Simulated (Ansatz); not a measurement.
The system is HfN.

```
Hf N
1.0
     0.00000    2.25600    2.25600
     2.25600    0.00000    2.25600
     2.25600    2.25600    0.00000
Hf N
1 1
Cartesian
  0.0000 0.0000 0.0000
  2.2560 2.2560 2.2560
```

Program: Ansatz 0.2.0. Alike in all runs: potentials or basis Ansatz PAW; no spin polarisation; cell as given; k mesh 10 × 10 × 10; smearing fermi-dirac 0.05 eV.

Order these runs on this cell by their pressure, lowest first.
A. level PBEsol; cutoff (eV) 420
B. level PBE; cutoff (eV) 420; points for each segment of the path 14
C. level LDA; cutoff (eV) 420; points for each segment of the path 14
D. level r2SCAN; cutoff (eV) 500; points for each segment of the path 14

C (-8.3 GPa), A (-1.9 GPa), D (2.6 GPa), B (6.6 GPa).

Caveats: the PAW data sets come from PBE, with cores solved anew for the run's functional, which leaves a small shift of forces and pressure (some runs).
